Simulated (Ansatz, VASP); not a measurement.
ZrB2 in VASP and in Ansatz

POSCAR

```
ZrB2
1.0
    3.2523742506      0.0000000000      0.0000000000
   -1.6261871253      2.8166387236      0.0000000000
    0.0000000000      0.0000000000      3.6248070118
Zr B
1 2
Direct
    0.0000000000      0.0000000000      0.0000000000
    0.6666666667      0.3333333333      0.5000000000
    0.3333333333      0.6666666667      0.5000000000
```

The input INCAR.step1:

```
PREC = Accurate
ENCUT = 520
ISMEAR = -1
SIGMA = 0.15
LREAL = F
LASPH = T
NELM = 150
MAGMOM = 0 0 0 0 0 0 0 0 0
LSORBIT = T
GGA_COMPAT = F
LMAXMIX = 4
NBANDS = 31
GGA = PE
ALGO = Normal
EDIFF = 1E-4
LWAVE = T
LCHARG = F
```

The input INCAR.step2:

```
PREC = Accurate
ENCUT = 520
EDIFF = 1E-7
ISMEAR = -1
SIGMA = 0.15
LREAL = F
LASPH = T
NELM = 150
ALGO = Normal
ISIF = 2
LWAVE = F
LCHARG = T
MAGMOM = 0 0 0 0 0 0 0 0 0
LORBIT = 11
LSORBIT = T
GGA_COMPAT = F
LORBMOM = T
LMAXMIX = 4
METAGGA = R2SCAN
LMIXTAU = T
IVDW = 12
VDW_S6 = 1.0
VDW_S8 = 0.78981345
VDW_A1 = 0.49484001
VDW_A2 = 5.73083694
LVHAR = T
NBANDS = 31
ISTART = 1
```

The input KPOINTS:

```
Automatic mesh
0
Gamma
  10 10 8
```

The input input.yaml:

```yaml
crystal:
  lattice:
    - [3.2523742506, 0.0, 0.0]
    - [-1.6261871253, 2.8166387236, 0.0]
    - [0.0, 0.0, 3.6248070118]
  atoms:
    - { symbol: Zr, position: [0.0, 0.0, 0.0] }
    - { symbol: B, position: [0.6666666667, 0.3333333333, 0.5] }
    - { symbol: B, position: [0.3333333333, 0.6666666667, 0.5] }
hamiltonian:
  xc: r2scan
  pseudopotentials: { kind: paw_fr }
  dispersion: d3bj
magnetization:
  noncollinear: true
  spin_orbit: true
kpoints:
  mp_grid: { grid: [10, 10, 8] }
scf:
  occupations: { method: fermi_dirac, width: 0.15 }
output:
  forces: true
  stress: true
  eigenvalues: true
  write_density: true
  write_potential: true
  elf: true
  volumetric_format: npy
```

Change from the starting cell: volume scaled by 1.08.

Alike in both runs: task single point; functional r2SCAN; dispersion D3(BJ); k mesh 10 × 10 × 8; occupations fermi-dirac, width 0.15 eV; non-collinear spin, spin-orbit coupling.

```csv
,VASP,Ansatz
version,VASP 6.6.1,Ansatz 0.2.0
potentials or method,"VASP PAW PBE potentials, release 64 (Zr_sv, B)",Ansatz PAW
plane-wave cutoff (eV),520,500
valence electrons in the cell,18,18
```

```csv
,VASP,Ansatz,Ansatz less VASP
gap on the k mesh at the Fermi level (eV),none,none,-
pressure (GPa),-18.0,-18.0,-0.05
largest component of the traceless stress (GPa),2.36,2.34,-0.022
net moment per atom (μB),0.00,0.00,0.000
dispersion energy (meV/atom),-169.9,-170.0,-0.10
```

A gap of «none» marks a metal or a gap that the smearing closes.

Caveats: so large a pressure means that the cell lies far from this level's equilibrium, or that cutoff or potentials fall short (VASP); the potentials were made for another functional, which shifts forces and pressure (VASP); pairwise dispersion overbinds metals, which lowers pressure and volume (Ansatz); the PAW data sets come from PBE, with cores solved anew for the run's functional, which leaves a small shift of forces and pressure (Ansatz); the dispersion damping was fitted for another functional or another form of the correction (Ansatz).
